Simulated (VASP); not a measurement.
# GaN (Fm-3m) in VASP: notebook, part 2 of 2

VASP 6.6.1. Earlier steps stand in the parts before.

## Step 4: Single point, r2SCAN

File INCAR:

```
PREC = Low
ENCUT = 400
EDIFF = 1E-7
ISMEAR = 0
SIGMA = 0.05
LREAL = F
LASPH = T
NELM = 100
ALGO = Normal
ISIF = 2
LWAVE = F
LCHARG = F
METAGGA = R2SCAN
LMIXTAU = T
NBANDS = 16
ADDGRID = F
```

File KPOINTS:

```
Automatic mesh
0
Gamma
  6 6 6
```

File POSCAR:

```
GaN
1.0
    0.0000000000      2.1352350000      2.1352350000
    2.1352350000      0.0000000000      2.1352350000
    2.1352350000      2.1352350000      0.0000000000
Ga N
1 1
Direct
    0.0000000000      0.0000000000      0.0000000000
    0.5000000000      0.5000000000      0.5000000000
```

Launch:

```sh
$ cat potpaw_PBE.64/Ga_d/POTCAR potpaw_PBE.64/N/POTCAR > POTCAR
$ mpirun -np 1 vasp_std > vasp.out
```

Run time: 24 s. Hardware: 1 thread of AMD EPYC 7R43 (Zen 3), shared host; peak memory 0.07 GiB.

These settings aren't checked as converged: the numbers below hold their error.

Results:

- Free energy: -20.9368 eV
- Band gap on the k mesh: 0.87 eV, indirect (least direct gap 2.89 eV)

Caveat: the k mesh is coarse (spacing up to 0.42 Å⁻¹), so the values aren't converged; the cutoff is under 1.25 times the usual one of these potentials, so pressure, stress and relaxed cells hold a basis-set (Pulay) error; the PAW data sets were made with another functional, which shifts forces and pressure a little.

## Step 5: Single point, r2SCAN

Changes to INCAR since step 4:

```diff
@@ -1,2 +1,2 @@
-PREC = Low
+PREC = Normal
 ENCUT = 400
```

KPOINTS is that of step 4.

POSCAR is that of step 4.

Potentials or basis: VASP PAW PBE potentials, release 64 (Ga_d, N).

Launch:

```sh
$ cat potpaw_PBE.64/Ga_d/POTCAR potpaw_PBE.64/N/POTCAR > POTCAR
$ mpirun -np 1 vasp_std > vasp.out
```

OUTCAR:

```text
PREC = Normal
   ENCUT = 400
   EDIFF = 1E-7
   ISMEAR = 0
   LREAL = F
   LASPH = T
   NELM = 100
   ISIF = 2
   METAGGA = R2SCAN

 Found     16 irreducible k-points:

 Following reciprocal coordinates:
            Coordinates               Weight
  0.000000  0.000000  0.000000      1.000000
  0.166667  0.000000  0.000000      8.000000
  0.333333  0.000000  0.000000      8.000000
  0.500000  0.000000  0.000000      4.000000
  0.166667  0.166667  0.000000      6.000000
  0.333333  0.166667  0.000000     24.000000
   k-points           NKPTS =     16   k-points in BZ     NKDIM =     16   number of bands    NBANDS=     16
   number of dos      NEDOS =    301   number of ions     NIONS =      2
   total plane-waves  NPLWV =   4096
   dimension x,y,z NGX =    16 NGY =   16 NGZ =   16
   dimension x,y,z NGXF=    32 NGYF=   32 NGZF=   32
   ions per type =               1   1
   NGX,Y,Z   is equivalent  to a cutoff of   8.81,  8.81,  8.81 a.u.
   NGXF,Y,Z  is equivalent  to a cutoff of  17.62, 17.62, 17.62 a.u.
 SYSTEM =  unknown system
   PREC   = normal    normal or accurate (medium, high low for compatibility)
   ISTART =      0    job   : 0-new  1-cont  2-samecut
   ICHARG =      2    charge: 1-file 2-atom 10-const
   ISPIN  =      1    spin polarized calculation?
   LNONCOLLINEAR =      F non collinear calculations
   LSORBIT =      F    spin-orbit coupling
   LASPH  =      T    aspherical Exc in radial PAW
   ENCUT  =  400.0 eV  29.40 Ry    5.42 a.u.   4.92  4.92  4.92*2*pi/ulx,y,z
   NELM   =    100;   NELMIN=  2; NELMDL= -5     # of ELM steps
   EDIFF  = 0.1E-06   stopping-criterion for ELM
   LREAL  =      F    real-space projection
   EDIFFG = 0.1E-05   stopping-criterion for IOM
   NSW    =      0    number of steps for IOM
   IBRION =     -1    ionic relax: 0-MD 1-quasi-New 2-CG
   NFREE  =      0    steps in history (QN), initial steepest desc. (CG)
   ISIF   =      2    stress and relaxation
   ISYM   =      2    0-nonsym 1-usesym 2-fastsym
   POTIM  = 0.5000    time-step for ionic-motion
   TEBEG  =    0.0;   TEEND  =   0.0 temperature during run
   PSTRESS=    0.0 pullay stress
   NELECT =      18.0000    total number of electrons
   NUPDOWN=      -1.0000    fix difference up-down
   EMIN   =  10.00;   EMAX   =-10.00  energy-range for DOS
   EFERMI =   0.00;   METHOD = LEGACY
   ISMEAR =     0;   SIGMA  =   0.05  broadening in eV -4-tet -1-fermi 0-gaus
   EFERMI_NEDOS =   21; number of points for ismear=-14 and -15
   IALGO  =     38    algorithm
   IMIX   =      4    mixing-type and parameters
     AMIX     =   0.40;   BMIX     =  1.00
     AMIX_MAG =   1.60;   BMIX_MAG =  1.00
  volume/ion in A,a.u.               =       9.74        65.70
  Fermi-wavevector in a.u.,A,eV,Ry     =   1.594814  3.013761 34.605481  2.543431
  Thomas-Fermi vector in A             =   2.692830
   LORBIT       =      0    0 simple, 1 ext, 2 COOP (PROOUT), +10 PAW based schemes
   METAGGA = R2SCAN    functional components
   LHFCALC =     F    Hartree Fock is set to
   AEXX    =    0.0000 exact exchange contribution
   IVDW    =     0    specifies the selected vdW correction
   LEPSILON=     F    determine dielectric tensor
   LRPA    =     F    only Hartree local field effects (RPA)
 non-spin polarized calculation
 Gauss-broadening in eV      SIGMA  =   0.05
  energy-cutoff  :      400.00
  volume of cell :       19.47
 maximum number of plane-waves:       366
   NGX =  9   NGY =  9   NGZ =  9

 number of electron      18.0000038 magnetization

 Free energy of the ion-electron system (eV)
  ---------------------------------------------------
  ext. energy  EPLUGINS =         0.00000000
  ---------------------------------------------------
  free energy    TOTEN  =       -20.93035334 eV

  energy without entropy =      -20.93035334  energy(sigma->0) =      -20.93035334

 E-fermi :   7.5655     XC(G=0): -13.9715

 val. band max:        7.3089975635   @ k =  -0.1667   0.1667   0.0000
 cond. band min:       8.1785288662   @ k =   0.5000   0.5000   0.0000
 fundamental gap:      0.8695313027
 Fermi energy:         7.5654825309

 k-point     1 :       0.0000    0.0000    0.0000
  band No.  band energies     occupation
      1     -10.4758      2.00000
      2      -7.1305      2.00000
      3      -7.1305      2.00000
      4      -7.1304      2.00000
      5      -7.0659      2.00000
      6      -7.0659      2.00000
[... 8 lines left out ...]
     15      23.7392      0.00000
     16      23.7392      0.00000

 k-point     2 :       0.1667    0.0000    0.0000
  band No.  band energies     occupation
      1      -9.9587      2.00000
      2      -7.1474      2.00000
      3      -7.1402      2.00000
      4      -7.1400      2.00000
      5      -7.0658      2.00000
      6      -7.0656      2.00000
[... 8 lines left out ...]
     15      24.4182      0.00000
     16      24.4184      0.00000

 k-point     3 :       0.3333    0.0000    0.0000
  band No.  band energies     occupation
      1      -8.6138      2.00000
      2      -7.2450      2.00000
      3      -7.2448      2.00000
      4      -7.1899      2.00000
      5      -6.9779      2.00000
      6      -6.9779      2.00000
[... 8 lines left out ...]
     15      27.4868      0.00000
     16      27.4871      0.00000

 k-point     4 :       0.5000    0.0000    0.0000
  band No.  band energies     occupation
      1      -7.5398      2.00000
      2      -7.2986      2.00000
      3      -7.2985      2.00000
      4      -7.2977      2.00000
      5      -6.9304      2.00000
      6      -6.9303      2.00000
[... 8 lines left out ...]
     15      31.2410      0.00000
     16      31.2415      0.00000

 k-point     5 :       0.1667    0.1667    0.0000
  band No.  band energies     occupation
      1      -9.8337      2.00000
      2      -7.1692      2.00000
      3      -7.1338      2.00000
      4      -7.0786      2.00000
      5      -7.0785      2.00000
      6      -7.0411      2.00000
[... 8 lines left out ...]
     15      28.0167      0.00000
     16      28.0168      0.00000

 k-point     6 :       0.3333    0.1667    0.0000
  band No.  band energies     occupation
      1      -8.9872      2.00000
      2      -7.1977      2.00000
      3      -7.1236      2.00000
      4      -7.1108      2.00000
      5      -6.9621      2.00000
      6      -6.8643      2.00000
[... 8 lines left out ...]
     15      28.6187      0.00000
     16      29.7879      0.00000

 [... further k-points ...]

------------------------ aborting loop because EDIFF is reached ----------------------------------------

  FORCE on cell =-STRESS in cart. coord.  units (eV):
  Direction    XX          YY          ZZ          XY          YZ          ZX
  --------------------------------------------------------------------------------------
  -------------------------------------------------------------------------------------
  Total       -1.5347757     -1.5347757     -1.5347757     -0.0000000     -0.0000000     -0.0000000
  in kB     -126.2956706   -126.2956706   -126.2956706     -0.0000000     -0.0000000     -0.0000000
  external PRESSURE =    -126.2956706 kB  Pullay stress =       0.0000000 kB

 VOLUME and BASIS-vectors are now :
 -----------------------------------------------------------------------------
  energy-cutoff  :      400.00
  volume of cell :       19.47
      direct lattice vectors                 reciprocal lattice vectors
     0.000000000  2.135235000  2.135235000    -0.234166263  0.234166263  0.234166263
     2.135235000  0.000000000  2.135235000     0.234166263 -0.234166263  0.234166263
     2.135235000  2.135235000  0.000000000     0.234166263  0.234166263 -0.234166263

 POSITION                                       TOTAL-FORCE (eV/Angst)
 -----------------------------------------------------------------------------------
      0.00000      0.00000      0.00000         0.000000      0.000000      0.000000
      2.13524      2.13524      2.13524         0.000000      0.000000      0.000000
 -----------------------------------------------------------------------------------
    total drift:                                0.000000     -0.000000      0.000000

  FREE ENERGIE OF THE ION-ELECTRON SYSTEM (eV)
  ---------------------------------------------------
  free  energy   TOTEN  =       -20.9303533400 eV

  energy  without entropy=      -20.9303533400  energy(sigma->0) =      -20.93035334
```

OSZICAR:

```text
N       E                     dE             d eps       ncg     rms          rms(c)
DAV:   1     0.534093905439E+02    0.53409E+02   -0.84093E+03   608   0.185E+03
DAV:   2    -0.217283936476E+02   -0.75138E+02   -0.70361E+02   568   0.291E+02
DAV:   3    -0.254701995176E+02   -0.37418E+01   -0.37288E+01   616   0.566E+01
[... 16 lines left out ...]
DAV:  20    -0.209303484137E+02   -0.14106E-04   -0.14466E-06   608   0.163E-02    0.161E-02
DAV:  21    -0.209303519527E+02   -0.35389E-05   -0.14630E-07   472   0.577E-03    0.565E-03
DAV:  22    -0.209303528171E+02   -0.86438E-06   -0.47674E-08   344   0.227E-03    0.194E-03
DAV:  23    -0.209303533498E+02   -0.53277E-06   -0.73256E-09   256   0.102E-03    0.714E-04
DAV:  24    -0.209303533400E+02    0.98235E-08   -0.35015E-09   256   0.839E-04
   1 F= -.20930353E+02 E0= -.20930353E+02  d E =-.585029E-14
```

stdout:

```text
POSCAR found type information on POSCAR GaN
 POSCAR found :  2 types and       2 ions
 scaLAPACK will be used
 -----------------------------------------------------------------------------
|                                                                             |
|                                                                             |
|     You enforced a specific xc type in the INCAR file but a different       |
|     I HOPE YOU KNOW WHAT YOU ARE DOING!                                     |
|                                                                             |
 -----------------------------------------------------------------------------

 LDA part: xc-table for (None), standard interpolation
 POSCAR, INCAR and KPOINTS ok, starting setup
 FFT: planning ... GRIDC
 FFT: planning ... GRID_SOFT
 FFT: planning ... GRID
 WAVECAR not read
 entering main loop
```

Wall time 33 s (1 thread of AMD EPYC 7R43 (Zen 3), shared host); peak memory 0.08 GiB.

The run converged, but some of its settings lie outside the range that counts as converged, so its numbers aren't taken as properties of the crystal.

What came out:

```yaml
Free_energy: -20.9304 eV
Band_gap_on_the_k_mesh: 0.87 eV, indirect (least direct gap 2.89 eV)
```

Caveat: the k mesh is coarse (spacing up to 0.42 Å⁻¹), so the values aren't converged; the cutoff is under 1.25 times the usual one of these potentials, so pressure, stress and relaxed cells hold a basis-set (Pulay) error; the PAW data sets were made with another functional, which shifts forces and pressure a little.

## Step 6: The reference run

An earlier run on the cell as given: functional PBE; potentials or basis VASP PAW PBE potentials, release 64 (Ga_d, N); cutoff 520 eV; k mesh 11 × 11 × 11; occupations fermi-dirac, width 0.05 eV; no spin polarisation.

- Pressure: 0.4 GPa
- Band gap on the k mesh: 0.54 eV, indirect (least direct gap 2.37 eV)
